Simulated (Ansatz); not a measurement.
**CdGeAs2: the cell at several levels of theory**

An exercise on one series of results from a longer session: the logs are not shown, and one member is left open.

Code: Ansatz 0.2.0. PAW datasets, plane waves, zero pressure. No spin polarisation and no zero-point or thermal motion; the cell was built from a prototype and may be hypothetical.

## The system as given

This is the cell as the run starts from it, not yet at rest; its lengths are not the crystal's.

Space group P-4m2 (No. 115), tetragonal; a = 4.050 Å, c = 5.728 Å in the conventional setting, 23.49 Å³ an atom. Near Cd stand 4 As at 2.48 Å; near As stand 2 Cd at 2.48 Å and 2 Ge at 2.48 Å; near Ge stand 4 As at 2.48 Å.

Coordinates:

```xyz
4
Lattice="4.0503 0.0000 0.0000 0.0000 4.0503 0.0000 0.0000 0.0000 5.7280" Properties=species:S:1:pos:R:3 pbc="T T T"
Cd    0.0000    0.0000    0.0000
As    0.0000    2.0252    1.4320
Ge    2.0252    2.0252    2.8640
As    2.0252    0.0000    4.2960
```

Set-up of the first run:

input.yaml reads:

```yaml
crystal:
  lattice:
    - [4.0503129394, 0.0, 0.0]
    - [0.0, 4.0503129394, 0.0]
    - [0.0, 0.0, 5.7280074907]
  atoms:
    - { symbol: Cd, position: [0.0, 0.0, 0.0] }
    - { symbol: As, position: [0.0, 0.5, 0.25] }
    - { symbol: Ge, position: [0.5, 0.5, 0.5] }
    - { symbol: As, position: [0.5, 0.0, 0.75] }
kpoints:
  mp_grid: { grid: [6, 6, 4] }
hamiltonian:
  xc: pbe
scf:
  occupations: { method: fermi_dirac, width: 0.02 }
relax:
  f_tol: 0.005
  cell: {}
```

Steps of the session up to this table: Relaxing with PBE; Relaxing with r2SCAN; PBEsol: cell and atoms; Relaxing with LDA; Relaxation with HSE06.

One table of the session follows, with a row left open; its other results are not shown here.

It belongs to the step «The cells side by side». 

```
 level  a (Å)  c (Å)  volume (Å³/atom)
   PBE  4.146  6.151            26.440
r2SCAN  4.076  6.118            25.417
PBEsol  4.081  6.039            25.142
   LDA      ?      ?                 ?
 HSE06  4.101  6.088            25.596
```

Estimate the missing values for LDA.

As computed: a (Å): 4.045; c (Å): 5.960; volume (Å³/atom): 24.382. In the column «a (Å)» it is the lowest.

From the start to the first minimum the volume moved by +12.5 %. The volume runs from LDA (least) to PBE (most), a spread of 8.4 %, or 2.7 % in length if all axes shared it alike. The meshes differ: PBE 6×6×4, r2SCAN 6×6×4, PBEsol 6×6×4, LDA 6×6×4, HSE06 4×4×4.

Caveats from the session: Warnings in the runs' records: filled band counts differ across k points.
